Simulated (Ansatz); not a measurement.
# ZnSe: the cost of one run

Computed with Ansatz 0.2.0 (DFT PBEsol, frozen-core PAW, scalar-relativistic unless said, unless a step's input says otherwise).

2 further runs of the same task are left out: 1 that didn't finish, 1 set aside as unsound or not needed.

### Step 1. Starting point

The structure is cubic, space group F-43m (No. 216). The conventional cell has a = 5.668 Å, b = 5.668 Å, c = 5.668 Å, α = 90.00°, β = 90.00°, γ = 90.00°. Zn (site symmetry -43m) has 4 Se at 2.45 Å as nearest neighbours. Se (site symmetry -43m) is surrounded by 4 Zn at 2.45 Å.

Structure file:

```xyz
2
Lattice="0.0000 2.8338 2.8338 2.8338 0.0000 2.8338 2.8338 2.8338 0.0000" Properties=species:S:1:pos:R:3 pbc="T T T"
Zn    0.0000    0.0000    0.0000
Se    4.2507    4.2507    4.2507
```

Cartesian axes are those of the input's lattice vectors. The structure goes back to a database entry.

### Step 2. Cell and atoms relaxed, PAW

input.yaml reads:

```yaml
crystal:
  lattice:
    - [0.0, 2.8338, 2.8338]
    - [2.8338, 0.0, 2.8338]
    - [2.8338, 2.8338, 0.0]
  atoms:
    - { symbol: Zn, position: [0.0, 0.0, 0.0] }
    - { symbol: Se, position: [0.75, 0.75, 0.75] }
kpoints:
  mp_grid: { grid: [12, 12, 12] }
scf:
  occupations: { method: fermi_dirac, width: 0.1 }
hamiltonian:
  xc: pbesol
  pseudopotentials: { kind: paw }
relax:
  f_tol: 0.002
  max_steps: 80
  cell: {}
output:
  forces: true
  stress: true
  write_density: true
  write_potential: true
  elf: true
  volumetric_format: npy
```

Run with:

```console
ansatz run input.yaml --threads 2 --pin off --max-ram 5120MiB --backend cpu --events-out ev --progress --plain --runs-dir out
```

What time and memory should one allow on 2 threads of Arm Neoverse V2, shared host?

About 8.4 s, with a peak of 0.39 GiB.
